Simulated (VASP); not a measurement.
# BAs (F-43m) in VASP: a series of runs

One crystal, BAs, is run at these levels: PBE, HSE06, PBE0, LDA; tasks: single point.

All numbers are computed with VASP 6.6.1; they aren't measurements. Logs are shortened: lines on timing, memory, paths and dates and some standing lists are left out, and cuts for length are marked.

### Step 1. The crystal as given

Symmetry: F-43m, No. 216, cubic system. Conventional cell: a = 4.778 Å, b = 4.778 Å, c = 4.778 Å, α = 90.00°, β = 90.00°, γ = 90.00°. B (site symmetry -43m) has 4 As at 2.07 Å as nearest neighbours. Around As (site symmetry -43m) lie 4 B at 2.07 Å.

The cell was built by a generator and needn't be a form met in nature.

### Step 2. Single point, PBE

INCAR reads:

```
SYSTEM = BAs
PREC = Accurate ; ENCUT = 520
EDIFF = 1E-7 ; ISMEAR = 0
SIGMA = 0.02 ; LREAL = .FALSE.
LASPH = .TRUE. ; NELM = 100
ALGO = Normal ; ISIF = 2
LWAVE = .FALSE. ; LCHARG = .FALSE.
GGA = PE ; NBANDS = 11
```

KPOINTS reads:

```
regular mesh
0
G
  5 5 5
  0 0 0
```

POSCAR reads:

```
BAs
1.0
    0.0000000000      2.3889000000      2.3889000000
    2.3889000000      0.0000000000      2.3889000000
    2.3889000000      2.3889000000      0.0000000000
B As
1 1
Direct
    0.0000000000      0.0000000000      0.0000000000
    0.2500000000      0.2500000000      0.2500000000
```

Potentials or basis: VASP PAW PBE potentials, release 64 (B, As).

Run with:

```console
$ cat potpaw_PBE.64/B/POTCAR potpaw_PBE.64/As/POTCAR > POTCAR
$ mpirun -np 1 vasp_std > vasp.out
```

OUTCAR:

```text
SYSTEM = BAs
   PREC = Accurate
   ENCUT = 520
   EDIFF = 1E-7
   ISMEAR = 0
   LREAL = .FALSE.
   LASPH = .TRUE.
   NELM = 100
   ISIF = 2
   GGA = PE

 ion  position               nearest neighbor table
   1  0.000  0.000  0.000-   2 2.07   2 2.07   2 2.07   2 2.07
   2  0.250  0.250  0.250-   1 2.07   1 2.07   1 2.07   1 2.07

  LATTYP: Found a face centered cubic cell.
 ALAT       =     4.7778000000

  Lattice vectors:

 A1 = (   0.0000000000,   2.3889000000,   2.3889000000)
 A2 = (   2.3889000000,   0.0000000000,   2.3889000000)
 A3 = (   2.3889000000,   2.3889000000,   0.0000000000)

Analysis of symmetry for initial positions (statically):
=====================================================================
 Subroutine PRICEL returns:
 Original cell was already a primitive cell.

 Routine SETGRP: Setting up the symmetry group for a
 face centered cubic supercell.

 Subroutine GETGRP returns: Found 24 space group operations
 (whereof 24 operations were pure point group operations)
 out of a pool of 48 trial point group operations.

The static configuration has the point symmetry T_d .

Analysis of symmetry for dynamics (positions and initial velocities):
=====================================================================
 Subroutine PRICEL returns:
 Original cell was already a primitive cell.

 Routine SETGRP: Setting up the symmetry group for a
 face centered cubic supercell.

 Subroutine GETGRP returns: Found 24 space group operations
 (whereof 24 operations were pure point group operations)
 out of a pool of 48 trial point group operations.

The dynamic configuration has the point symmetry T_d .

 Subroutine INISYM returns: Found 24 space group operations
 (whereof 24 operations are pure point group operations),
 and found     1 'primitive' translations

----------------------------------------------------------------------------------------

                                     Primitive cell

  volume of cell :      27.2662

  direct lattice vectors                    reciprocal lattice vectors
     0.000000000  2.388900000  2.388900000    -0.209301352  0.209301352  0.209301352
     2.388900000  0.000000000  2.388900000     0.209301352 -0.209301352  0.209301352
     2.388900000  2.388900000  0.000000000     0.209301352  0.209301352 -0.209301352

  length of vectors
     3.378414779  3.378414779  3.378414779     0.362520576  0.362520576  0.362520576

  position of ions in fractional coordinates (direct lattice)
     0.000000000  0.000000000  0.000000000
     0.250000000  0.250000000  0.250000000

  ion indices of the primitive-cell ions
   primitive index   ion index
                 1           1
                 2           2

----------------------------------------------------------------------------------------

 KPOINTS: regular mesh

Automatic generation of k-mesh.
 Grid dimensions read from file:
 generate k-points for:    5    5    5

 Generating k-lattice:

  Cartesian coordinates                     Fractional coordinates (reciprocal lattice)
    -0.041860270  0.041860270  0.041860270     0.200000000  0.000000000  0.000000000
     0.041860270 -0.041860270  0.041860270     0.000000000  0.200000000  0.000000000
     0.041860270  0.041860270 -0.041860270     0.000000000  0.000000000  0.200000000

  Length of vectors
     0.072504115  0.072504115  0.072504115

  Shift w.r.t. Gamma in fractional coordinates (k-lattice)
     0.000000000  0.000000000  0.000000000

 Subroutine IBZKPT returns following result:
 ===========================================

 Found     10 irreducible k-points:

 Following reciprocal coordinates:
            Coordinates               Weight
  0.000000  0.000000  0.000000      1.000000
  0.200000  0.000000  0.000000      8.000000
  0.400000  0.000000  0.000000      8.000000
  0.200000  0.200000  0.000000      6.000000
  0.400000  0.200000  0.000000     24.000000
 -0.400000  0.200000  0.000000     24.000000
 -0.200000  0.200000  0.000000     12.000000
  0.400000  0.400000  0.000000      6.000000
 -0.400000  0.400000  0.000000     12.000000
 -0.400000  0.400000  0.200000     24.000000
   k-points           NKPTS =     10   k-points in BZ     NKDIM =     10   number of bands    NBANDS=     11
   number of dos      NEDOS =    301   number of ions     NIONS =      2
   total plane-waves  NPLWV =  21952
   dimension x,y,z NGX =    28 NGY =   28 NGZ =   28
   dimension x,y,z NGXF=    56 NGYF=   56 NGZF=   56
   ions per type =               1   1
   NGX,Y,Z   is equivalent  to a cutoff of  13.78, 13.78, 13.78 a.u.
   NGXF,Y,Z  is equivalent  to a cutoff of  27.56, 27.56, 27.56 a.u.
 SYSTEM =  BAs
   PREC   = accura    normal or accurate (medium, high low for compatibility)
   ISTART =      0    job   : 0-new  1-cont  2-samecut
   ICHARG =      2    charge: 1-file 2-atom 10-const
   ISPIN  =      1    spin polarized calculation?
   LNONCOLLINEAR =      F non collinear calculations
   LSORBIT =      F    spin-orbit coupling
[... 76 lines left out ...]
      1      -8.6168      2.00000
      2       2.3736      2.00000
      3       5.2590      2.00000
      4       5.2590      2.00000
      5       9.3400      0.00000
      6      10.5204      0.00000
      7      10.5204      0.00000
      8      13.3146      0.00000
      9      17.2882      0.00000
     10      17.2882      0.00000
     11      17.3559      0.00000

 k-point     3 :       0.4000    0.0000    0.0000
  band No.  band energies     occupation
      1      -6.9305      2.00000
      2      -1.7932      2.00000
      3       4.4245      2.00000
      4       4.4245      2.00000
      5       8.8856      0.00000
      6      10.9476      0.00000
      7      10.9476      0.00000
      8      14.9920      0.00000
      9      18.1937      0.00000
     10      19.2599      0.00000
     11      19.2599      0.00000

 k-point     4 :       0.2000    0.2000    0.0000
  band No.  band energies     occupation
      1      -8.3968      2.00000
      2       3.1398      2.00000
      3       4.0021      2.00000
      4       4.0021      2.00000
      5       8.1220      0.00000
      6      11.4472      0.00000
      7      12.4611      0.00000
      8      12.4611      0.00000
      9      15.8737      0.00000
     10      18.7032      0.00000
     11      20.0294      0.00000

 k-point     5 :       0.4000    0.2000    0.0000
  band No.  band energies     occupation
      1      -6.9967      2.00000
      2      -0.3983      2.00000
      3       2.6553      2.00000
      4       3.2584      2.00000
      5       8.7328      0.00000
      6      11.5366      0.00000
      7      12.9392      0.00000
      8      13.4046      0.00000
      9      17.9869      0.00000
     10      20.4071      0.00000
     11      21.0605      0.00000

 k-point     6 :      -0.4000    0.2000    0.0000
  band No.  band energies     occupation
      1      -5.9750      2.00000
      2      -2.1077      2.00000
      3       1.5854      2.00000
      4       3.6279      2.00000
      5       9.2058      0.00000
      6      12.2468      0.00000
      7      12.6307      0.00000
      8      15.2103      0.00000
      9      17.2435      0.00000
     10      18.6698      0.00000
     11      21.1525      0.00000

 k-point     7 :      -0.2000    0.2000    0.0000
  band No.  band energies     occupation
      1      -7.5856      2.00000
      2       0.6642      2.00000
      3       2.0609      2.00000
      4       4.8421      2.00000
      5      10.0642      0.00000
      6      11.2469      0.00000
      7      12.1420      0.00000
      8      13.1374      0.00000
      9      16.0098      0.00000
     10      18.7564      0.00000
     11      20.3090      0.00000

 k-point     8 :       0.4000    0.4000    0.0000
  band No.  band energies     occupation
      1      -6.0152      2.00000
      2      -1.1855      2.00000
      3       2.2798      2.00000
      4       2.2798      2.00000
      5       7.3065      0.00000
      6       8.3818      0.00000
      7      16.5263      0.00000
      8      16.5263      0.00000
      9      18.4441      0.00000
     10      22.8720      0.00000
     11      22.9489      0.00000

 k-point     9 :      -0.4000    0.4000    0.0000
  band No.  band energies     occupation
      1      -5.0494      2.00000
      2      -2.1380      2.00000
      3       0.5077      2.00000
      4       2.4384      2.00000
      5       7.9560      0.00000
      6      10.5080      0.00000
      7      15.9760      0.00000
      8      16.3016      0.00000
      9      17.4451      0.00000
     10      20.3665      0.00000
     11      22.8189      0.00000

 k-point    10 :      -0.4000    0.4000    0.2000
  band No.  band energies     occupation
      1      -5.5518      2.00000
      2      -1.4951      2.00000
      3       0.6650      2.00000
      4       1.9717      2.00000
      5      10.5463      0.00000
      6      11.4386      0.00000
      7      12.2453      0.00000
      8      15.8000      0.00000
      9      17.2311      0.00000
     10      20.3171      0.00000
     11      22.7311      0.00000

------------------------ aborting loop because EDIFF is reached ----------------------------------------

  FORCE on cell =-STRESS in cart. coord.  units (eV):
  Direction    XX          YY          ZZ          XY          YZ          ZX
  --------------------------------------------------------------------------------------
  -------------------------------------------------------------------------------------
  Total        0.5987693      0.5987693      0.5987693     -0.0000000      0.0000000      0.0000000
  in kB       35.1840827     35.1840827     35.1840827     -0.0000000      0.0000000      0.0000000
  external PRESSURE =      35.1840827 kB  Pullay stress =       0.0000000 kB

 VOLUME and BASIS-vectors are now :
 -----------------------------------------------------------------------------
  energy-cutoff  :      520.00
  volume of cell :       27.27
      direct lattice vectors                 reciprocal lattice vectors
     0.000000000  2.388900000  2.388900000    -0.209301352  0.209301352  0.209301352
     2.388900000  0.000000000  2.388900000     0.209301352 -0.209301352  0.209301352
     2.388900000  2.388900000  0.000000000     0.209301352  0.209301352 -0.209301352

 POSITION                                       TOTAL-FORCE (eV/Angst)
 -----------------------------------------------------------------------------------
      0.00000      0.00000      0.00000         0.000000      0.000000     -0.000000
      1.19445      1.19445      1.19445        -0.000000     -0.000000      0.000000
 -----------------------------------------------------------------------------------
    total drift:                               -0.000000     -0.000000     -0.000000

  FREE ENERGIE OF THE ION-ELECTRON SYSTEM (eV)
  ---------------------------------------------------
  free  energy   TOTEN  =       -11.3507499931 eV

  energy  without entropy=      -11.3507499931  energy(sigma->0) =      -11.35074999
```

It took 5.7 s on 1 thread of AMD EPYC 7R13 (Zen 3), shared host; peak memory 0.12 GiB.

What came out:

| Item | Value |
| --- | --- |
| Free energy | -11.3507 eV |
| Pressure | 3.5 GPa |
| Band gap on the k mesh | 1.17 eV, indirect (least direct gap 3.27 eV) |

Levels at points of the mesh, in eV from the valence-band top:
| k point | band 1 | band 2 | band 3 | band 4 | band 5 | band 6 | band 7 | band 8 |
| --- | --- | --- | --- | --- | --- | --- | --- | --- |
| (0.00, 0.00, 0.00) | -15.40 | 0.00 | 0.00 | 0.00 | 3.27 | 3.27 | 3.27 | 4.68 |

Caveat: the k mesh is coarse (spacing up to 0.46 Å⁻¹), so the values aren't converged; an odd mesh through Γ misses points on the zone boundary, where band edges often lie. Expect the measured gap to be larger: semilocal functionals such as PBE lack the derivative discontinuity.

### Step 3. Single point, HSE06

POSCAR is that of step 2.

INCAR.step1 reads:

```
SYSTEM = BAs
PREC = Accurate ; ENCUT = 520
EDIFF = 1E-5 ; ISMEAR = 0
SIGMA = 0.02 ; LREAL = .FALSE.
LASPH = .TRUE. ; NELM = 100
ALGO = Normal ; ISIF = 2
LWAVE = .TRUE. ; LCHARG = .FALSE.
NBANDS = 11 ; GGA = PE
```

INCAR.step2 reads:

```
SYSTEM = BAs
PREC = Accurate ; ENCUT = 520
EDIFF = 1E-7 ; ISMEAR = 0
SIGMA = 0.02 ; LREAL = .FALSE.
LASPH = .TRUE. ; NELM = 100
ALGO = Normal ; ISIF = 2
LWAVE = .FALSE. ; LCHARG = .FALSE.
GGA = PE ; LHFCALC = .TRUE.
HFSCREEN = 0.2 ; PRECFOCK = Fast
NBANDS = 11 ; ISTART = 1
```

KPOINTS is that of step 2.

Potentials or basis: VASP PAW PBE potentials, release 64 (B, As).

Run with:

```console
$ cat potpaw_PBE.64/B/POTCAR potpaw_PBE.64/As/POTCAR > POTCAR
$ cp INCAR.step1 INCAR
$ mpirun -np 1 vasp_std > vasp.out
$ cp INCAR.step2 INCAR
$ mpirun -np 1 vasp_std > vasp.out
```

Run time: 2.5 min. Hardware: 1 thread of AMD EPYC 7R13 (Zen 3), shared host; peak memory 0.23 GiB.

The run converged. Its results:

* Free energy: -13.2405 eV
* Pressure: -0.5 GPa
* Band gap on the k mesh: 1.87 eV, indirect (least direct gap 4.14 eV)

Levels at points of the mesh, in eV from the valence-band top:
```
           k point  band 1  band 2  band 3  band 4  band 5  band 6  band 7  band 8
(0.00, 0.00, 0.00)  -16.95    0.00    0.00    0.00    4.14    4.14    4.14    5.91
```

Caveat: the k mesh is coarse (spacing up to 0.46 Å⁻¹), so the values aren't converged, least of all with exact exchange; the PAW data sets were made with another functional, which shifts forces and pressure a little; an odd mesh through Γ misses points on the zone boundary, where band edges often lie.

### Step 4. Single point, PBE0

POSCAR is that of step 3.

INCAR.step1 is that of step 3.

INCAR.step2: that of step 3 with these lines changed.

```diff
@@ -8,3 +8,4 @@
 GGA = PE ; LHFCALC = .TRUE.
-HFSCREEN = 0.2 ; PRECFOCK = Fast
-NBANDS = 11 ; ISTART = 1
+AEXX = 0.25 ; PRECFOCK = Fast
+HFRCUT = -1 ; NBANDS = 11
+ISTART = 1
```

KPOINTS is that of step 3.

Run with:

```console
$ cat potpaw_PBE.64/B/POTCAR potpaw_PBE.64/As/POTCAR > POTCAR
$ cp INCAR.step1 INCAR
$ mpirun -np 1 vasp_std > vasp.out
$ cp INCAR.step2 INCAR
$ mpirun -np 1 vasp_std > vasp.out
```

Run time: 1.8 min. Hardware: 1 thread of AMD EPYC 7R13 (Zen 3), shared host; peak memory 0.13 GiB.

It converged, with:

| Item | Value |
| --- | --- |
| Free energy | -14.1272 eV |
| Pressure | -0.7 GPa |
| Band gap on the k mesh | 2.55 eV, indirect (least direct gap 4.82 eV) |

Levels at points of the mesh, in eV from the valence-band top:
```tsv
k point	band 2	band 3	band 4	band 5	band 6	band 7
(0.00, 0.00, 0.00)	0.00	0.00	0.00	4.82	4.82	4.82
```

Caveat: the k mesh is coarse (spacing up to 0.46 Å⁻¹), so the values aren't converged, least of all with exact exchange; the PAW data sets were made with another functional, which shifts forces and pressure a little; an odd mesh through Γ misses points on the zone boundary, where band edges often lie.

### Step 5. Single point, HSE06

POSCAR is that of step 4.

INCAR.step1 reads:

```
ALGO = Normal
EDIFF = 1E-5
ENCUT = 520
GGA = PE
ISIF = 2
ISMEAR = 0
LASPH = T
LCHARG = F
LREAL = F
LWAVE = T
NBANDS = 11
NELM = 100
PREC = Accurate
SIGMA = 0.02
```

INCAR.step2 reads:

```
ALGO = Normal
EDIFF = 1E-7
ENCUT = 520
GGA = PE
HFSCREEN = 0.2
ISIF = 2
ISMEAR = 0
ISTART = 1
LASPH = T
LCHARG = F
LHFCALC = T
LREAL = F
LWAVE = F
NBANDS = 11
NELM = 100
PREC = Accurate
PRECFOCK = Fast
SIGMA = 0.02
```

KPOINTS reads:

```
k-points
0
Gamma
  10 10 10
```

Run with:

```console
$ cat potpaw_PBE.64/B/POTCAR potpaw_PBE.64/As/POTCAR > POTCAR
$ cp INCAR.step1 INCAR
$ mpirun -np 1 vasp_std > vasp.out
$ cp INCAR.step2 INCAR
$ mpirun -np 1 vasp_std > vasp.out
```

Wall time 36 min (1 thread of Intel Xeon Platinum 8488C (Sapphire Rapids), shared host); peak memory 0.31 GiB.

Results (log left out):

* Free energy: -13.2913 eV
* Pressure: -0.7 GPa
* Band gap on the k mesh: 1.85 eV, indirect (least direct gap 4.13 eV)

Levels at points of the mesh, in eV from the valence-band top:
| k point | band 2 | band 3 | band 4 | band 5 | band 6 | band 7 |
| --- | --- | --- | --- | --- | --- | --- |
| (0.00, 0.00, 0.00) | 0.00 | 0.00 | 0.00 | 4.13 | 4.13 | 4.13 |
| (0.50, 0.00, 0.00) | -9.70 | -1.99 | -1.99 | 3.57 | 5.71 | 5.71 |
| (0.50, 0.50, 0.00) | -9.49 | -4.46 | -4.46 | 2.09 | 2.16 | 12.95 |

Caveat: the PAW data sets were made with another functional, which shifts forces and pressure a little.

### Step 6. Single point, LDA

INCAR reads:

```
ALGO     = Normal         # electronic algorithm
EDIFF    = 1E-7           # SCF threshold, eV
ENCUT    = 520            # plane-wave cutoff, eV
ISIF     = 2              # what is computed and relaxed
ISMEAR   = 0              # smearing method
LASPH    = T              # aspherical terms in the spheres
LCHARG   = T              # write CHGCAR
LELF     = T              # ELF
LREAL    = F              # projectors in reciprocal space
LVHAR    = T            
LWAVE    = F              # write WAVECAR
NBANDS   = 11             # bands
NELM     = 80             # most SCF steps
PREC     = Accurate       # precision mode
SIGMA    = 0.02           # smearing width, eV
```

KPOINTS is that of step 5.

POSCAR is that of step 5.

Potentials or basis: VASP PAW LDA potentials, release 64 (B, As).

Run with:

```console
$ cat potpaw_LDA.64/B/POTCAR potpaw_LDA.64/As/POTCAR > POTCAR
$ mpirun -np 1 vasp_std > vasp.out
```

Wall time 28 s (1 thread of Intel Xeon Platinum 8175M at 2.50GHz (Skylake/Cascade Lake), shared host); peak memory 0.15 GiB.

It converged, with:

| Quantity | Value |
| --- | --- |
| Free energy | -12.9206 eV |
| Pressure | -3.2 GPa |
| Band gap on the k mesh | 1.12 eV, indirect (least direct gap 3.25 eV) |

Levels at points of the mesh, in eV from the valence-band top:
```csv
k point,band 1,band 2,band 3,band 4,band 5,band 6,band 7,band 8
"(0.00, 0.00, 0.00)",-15.37,0.00,0.00,0.00,3.25,3.25,3.25,4.69
"(0.50, 0.00, 0.00)",-12.52,-8.75,-1.82,-1.82,2.69,4.75,4.75,8.69
"(0.50, 0.50, 0.00)",-11.24,-8.42,-4.07,-4.07,1.34,1.41,11.23,11.23
```

### Step 7. Overview

```csv
level,potentials or basis,k mesh,grid for exact exchange (PRECFOCK),screening parameter,exchange at q = 0,mesh quality,gap on the mesh (eV),pressure (GPa)
PBE,"VASP PAW PBE potentials, release 64 (B, As)",5 × 5 × 5,-,-,-,coarse,1.17,3.5
HSE06,"VASP PAW PBE potentials, release 64 (B, As)",5 × 5 × 5,Fast,0.2 1/A,-,coarse,1.87,-0.5
PBE0,"VASP PAW PBE potentials, release 64 (B, As)",5 × 5 × 5,Fast,-,truncated,coarse,2.55,-0.7
HSE06,"VASP PAW PBE potentials, release 64 (B, As)",10 × 10 × 10,Fast,0.2 1/A,-,not flagged,1.85,-0.7
LDA,"VASP PAW LDA potentials, release 64 (B, As)",10 × 10 × 10,-,-,-,not flagged,1.12,-3.2
```

Alike in all rows: task single point; no spin polarisation; cell as given; cutoff (eV) 520; smearing gaussian 0.02 eV.

Caveats: some runs use coarse meshes; an odd mesh through Γ misses points on the zone boundary, where band edges often lie (some runs); the PAW data sets were made with another functional, which shifts forces and pressure a little (some runs).

Total energies depend on the potentials used, so only differences within one code and one set of settings carry meaning.
